### Can the stiffness of a crystal be forecast from its neighbours in the periodic table?

**Question**

I have computed bulk moduli for a set of elemental crystals. For diamond-structure tin, rhodium and diamond I know the starting cells, but I have not looked at the results yet. Can I forecast these three moduli from the other rows, with error bars that mean something? My first idea was to count valence electrons per volume, because the modulus broadly rises with that density. Platinum makes me doubt it: it packs slightly more valence electrons into a given volume than iridium, and yet it is much softer.

ABINIT 10.8.3, plane-wave DFT with the revPBE functional for elemental crystals, without spin polarisation or spin–orbit coupling, Fermi–Dirac smearing of 0.05 eV. Equilibrium volume and bulk modulus come from a fit to static-lattice energies at seven scaled volumes of the given cell, with its shape fixed. Shortest distances are those of the given cell.

| system | dispersion | potentials | wave cutoff | space group | shortest distance (Å) | k-mesh | equilibrium volume (Å³/atom) | bulk modulus (GPa) |
| --- | --- | --- | --- | --- | --- | --- | --- | --- |
| Sn (Fd-3m) | D3(BJ) | JTH PAW PBE v2.0 | 408 eV | Fd-3m | 2.80 | 7x7x7 | ? | ? |
| Al (Fm-3m) | D3 | JTH PAW PBE v2.0 | 544 eV | Fm-3m | 2.86 | 11x11x11 | 15.91 | 87.8 |
| Si (Fd-3m) | D3(BJ) | JTH PAW PBE v2.0 | 408 eV | Fd-3m | 2.36 | 8x8x8 | 19.57 | 95.6 |
| Ti (Im-3m) | D4 | JTH PAW PBE v2.0 | 408 eV | Im-3m | 2.84 | 11x11x11 | 17.18 | 105.2 |
| Ti (P6_3/mmc) | none | JTH PAW PBE v2.0 | 408 eV | P6_3/mmc | 2.89 | 10x10x6 | 17.80 | 106.5 |
| Cu (Fm-3m) | D3(BJ) | JTH PAW PBE v2.0 | 544 eV | Fm-3m | 2.56 | 13x13x13 | 10.97 | 182.6 |
| Ta (Im-3m) | D4 | JTH PAW PBE v2.0 | 517 eV | Im-3m | 2.86 | 11x11x11 | 18.13 | 196.7 |
| Pt (Fm-3m) | D4 | JTH PAW PBE v2.0 | 544 eV | Fm-3m | 2.77 | 12x12x12 | 15.15 | 281.6 |
| Mo (Im-3m) | D3 | JTH PAW PBE v2.0 | 408 eV | Im-3m | 2.74 | 12x12x12 | 15.14 | 287.9 |
| Rh (Fm-3m) | D4 | JTH PAW PBE v2.0 | 544 eV | Fm-3m | 2.68 | 12x12x12 | ? | ? |
| W (Im-3m) | none | JTH PAW PBE v2.0 | 435 eV | Im-3m | 2.74 | 12x12x12 | 16.31 | 299.4 |
| Ir (Fm-3m) | D3(BJ) | JTH PAW PBE v2.0 | 463 eV | Fm-3m | 2.71 | 12x12x12 | 13.96 | 390.7 |
| C (Fd-3m) | none | PseudoDojo NC SR PBE v0.4.1 standard | 1116 eV | Fd-3m | 1.54 | 13x13x13 | ? | ? |

**Answer**

The bulk modulus B measures how strongly a crystal resists being squeezed evenly from all sides. At B = 100 GPa, a pressure of 1 GPa takes away about one percent of the volume. The unit of B is also an energy per volume, and this is the useful way to see it. A crystal is stiff when strong bonds are packed into little space.

Your electron count captures the packing, but it treats every electron as equally useful. In a transition metal the d electrons first fill bonding states and later antibonding ones, which weaken the crystal. Platinum has gone further along this road than iridium, and its modulus is 282 GPa against 391 GPa. That filling causes the drop is standard theory, not something these two rows can prove, since their dispersion corrections differ as well, and spin–orbit coupling, which can matter in elements this heavy, is left out.

The safest forecast therefore keeps the electron count fixed. Start from a known element in the same column and with the same structure, then correct for the strength of the bonds and the space they occupy. Silicon serves for tin and diamond, and iridium serves for rhodium.

**Tin and diamond, from silicon.** In these crystals each bond holds two electrons between two atoms. The energy separating bonding from antibonding states falls with the bond length d roughly as d^−2.5. The bond occupies a tube of nearly constant width, so its volume grows as d. Dividing energy by volume gives Cohen's rule, B ∝ d^−3.5, whose exponent is an established empirical one and was not adjusted to this table.

With the shortest distances of the starting cells, the rule multiplies silicon's modulus by about 4.5 for diamond and by 0.55 for tin.

**Rhodium, from iridium.** Here the bonds come from overlapping d orbitals. Their coupling grows as the cube of the orbital radius r and falls as d^−5, while the volume per atom grows as d³. Together this gives B ∝ r³/d⁸ at equal electron count. The 4d orbitals of rhodium are more compact than the 5d orbitals of iridium, with radii of roughly 0.99 and 1.1 Å (rough recalled values).

The estimate in full runs as follows:

- orbital size: (0.99/1.1)³ ≈ 0.73
- distance: (2.71/2.68)⁸ ≈ 1.09
- rhodium: 391 GPa × 0.73 × 1.09 ≈ 311 GPa

A known pair shows how far to trust this. Scaling tungsten to molybdenum in the same way gives 235.5 GPa, which is 18% below the computed 288 GPa. Part of that miss may come from the settings, because molybdenum carries a dispersion correction and tungsten does not. I therefore allow 20% on every forecast, and for tin and diamond I add an uncertainty of 0.5 in Cohen's exponent.

One caution about the table: its rows are sorted by modulus, with the open rows left in place. That order alone puts tin below 88 GPa, rhodium between 288 and 299 GPa, and diamond above 391 GPa. The scaling rules make no use of it, but the forecasts cannot count as blind, least of all the one for rhodium. The forecasts are:

- **Tin: 53 ± 11 GPa**, the softest crystal of the set. If it misses, the computed value is more likely to be lower, since gradient functionals tend to soften heavy elements more.
- **Rhodium: 311 ± 62 GPa**, below iridium and in the region of platinum, molybdenum and tungsten.
- **Diamond: 426 ± 125 GPa**, near iridium or above it; the error bar leaves their order open.

Your density idea deserves a fair trial beside these. I fitted one power law in valence electrons per volume to all the known rows except copper, whose energy minimum lies outside the volumes that were run. The modulus then rises roughly in proportion to the density, and the law gives 60 GPa for tin, 404 GPa for rhodium and 438 GPa for diamond.

Rhodium is the row that separates the two approaches best. Within the silicon column the electron count is constant, so a density law is almost the same thing as Cohen's rule. Rhodium and iridium also share a count and have nearly equal distances, so a density law must make them almost equally stiff. Only the orbital argument predicts a clear difference.

The withheld rows as computed:

| system | dispersion | potentials | wave cutoff | space group | shortest distance (Å) | k-mesh | equilibrium volume (Å³/atom) | bulk modulus (GPa) |
| --- | --- | --- | --- | --- | --- | --- | --- | --- |
| Sn (Fd-3m) | D3(BJ) | JTH PAW PBE v2.0 | 408 eV | Fd-3m | 2.80 | 7x7x7 | 35.27 | 40.5 |
| Rh (Fm-3m) | D4 | JTH PAW PBE v2.0 | 544 eV | Fm-3m | 2.68 | 12x12x12 | 13.42 | 298.8 |
| C (Fd-3m) | none | PseudoDojo NC SR PBE v0.4.1 standard | 1116 eV | Fd-3m | 1.54 | 13x13x13 | 5.72 | 427.1 |

**Rhodium is a hit.** The computed modulus is 299 GPa, so the forecast is 4% too high, while the density law overshoots by 35%. That overshoot is about the law's typical error when a known row is left out of its fit, so this one row favours the orbital argument without settling the matter. The order of the table had also given rhodium's value away to within about 12 GPa, so the hit is a check of the scaling rule and not a blind prediction. Rhodium comes out about a quarter softer than iridium although the two crystals hold almost the same number of valence electrons per volume. Compact 4d orbitals explain this naturally. The two runs use different dispersion corrections, however, and the iridium run warned of overlapping PAW spheres, so the size of the difference should not be credited to the orbitals alone. The 4% is also finer than the method deserves: changing iridium's rough radius by only 0.02 Å moves the forecast by more than 5%, and with the equilibrium volumes it would be about 6% too high.

The molybdenum control can be read better now. With the equilibrium volumes, the same scaling from tungsten gives 287 GPa, so most of its miss entered through the volumes. Molybdenum contracted from its starting cell while tungsten expanded, as one would expect when only molybdenum carries a dispersion attraction. The good match is therefore no clean test of the orbital argument.

**Diamond is a hit too, but a closer one than the rule deserves.** The forecast agrees with the computed 427 GPa to better than one percent. It used the distances of the starting cells, and the calculation then moved away from them: silicon contracted and diamond expanded. With the equilibrium volumes, the same rule gives 402 GPa, about 6% too low. The rule is good here, but the near-perfect agreement comes from errors that cancel. Silicon also carries a dispersion correction and diamond none, and their potentials are of different types, so even the 6% is not a clean measure of the rule.

**Tin is a miss.** The computed modulus is 40.5 GPa, just below the forecast range, and the forecast is 30% too high relative to it. Tin is indeed the softest crystal of the set, and the miss goes in the direction named beforehand. The density law does worse, with an overshoot of 47%.

The volumes explain part of tin's miss. Tin expanded by about 4% from its starting cell while silicon contracted by about 3%, so the bonds of the two differ in length by more than I had assumed. With the equilibrium volumes, Cohen's rule gives 48 GPa, which removes a little over a third of the error.

The rest is not explained by the distances. One possible cause is the strength of the bonds at a given length. Down this column the s electrons become harder to bring into directed bonds, and tin is close to the point where a metallic structure wins. A rule that sees only distance has no place for that change. The functional and the dispersion correction could contribute as well, and these runs do not separate the causes. The plane-wave cutoff is an unlikely culprit. The makers of the data count it as too short for the stress in tin, though that judgement comes from their tests on other systems and not from this run. A short basis affects pressures and energies differently, and the computed pressures do lie slightly below those implied by the energies. The shift is nearly constant, however, so it hardly changes the modulus. Between 34.48 and 35.83 Å³ per atom the computed pressure falls from 0.81 to −0.78 GPa, which gives about 41 GPa, close to the 40.5 GPa from the energies.

Fixing the electron count is not enough when the kind of bonding changes. From germanium to gallium arsenide to zinc selenide, the bond length and the average number of valence electrons hardly change. Even so, zinc selenide is softer than germanium, because its bonds are more polar and less of their energy comes from shared electrons. Cohen's rule needs an extra correction for polarity in such a series.

For a first estimate in materials selection, then, choose a known crystal with the same structure and the same number of valence electrons, and scale it by bond length and, for d metals, by orbital size. Across these three forecasts the error ranged from under one percent to 30%. That is enough to sort soft from stiff, but not to rank crystals whose moduli lie close together. The printed analysis below gives the details of the fit and of each miss.

The analysis program printed:

```
control, Mo scaled from W, GPa: 235.5
control, miss for Mo, percent of computed value: -18.21
forecast of bulk modulus for Sn, Rh, C, GPa: 52.55, 311.3, 425.9
error bar of forecast for Sn, Rh, C, GPa: 11.43, 62.27, 124.6
fit of log(bulk_modulus) on 9 rows (~has(system, 'Cu')): constant 6.461 +/- 0.23, coefficient of log(dens) 1.112 +/- 0.18; rms 0.221, worst Pt (Fm-3m) 0.367, leave-one-out rms 0.297
  rows outside the fit (model, value, miss): Sn (Fd-3m) 4.088, 3.701, 0.386; Cu (Fm-3m) 6.377, 5.207, 1.17; Rh (Fm-3m) 6.001, 5.7, 0.301; C (Fd-3m) 6.082, 6.057, 0.0251
density rule for Sn, Rh, C, GPa: 59.61, 403.8, 438
density rule for Pt, GPa: 406.6
computed bulk modulus for Sn, Rh, C, GPa: 40.5, 298.8, 427.1
forecast less computed for Sn, Rh, C, GPa: 12.05, 12.55, -1.181
forecast miss for Sn, Rh, C, percent of computed value: 29.76, 4.2, -0.2764
density rule miss for Sn, Rh, C, percent of computed value: 47.18, 35.14, 2.546
equilibrium volume against given cell for Sn, Rh, C, percent: 4.357, -1.403, 1.725
equilibrium volume against given cell for Si, percent: -3.295
Sn from Si with equilibrium distances, GPa: 48.08
C from Si with equilibrium distances, GPa: 401.5
```
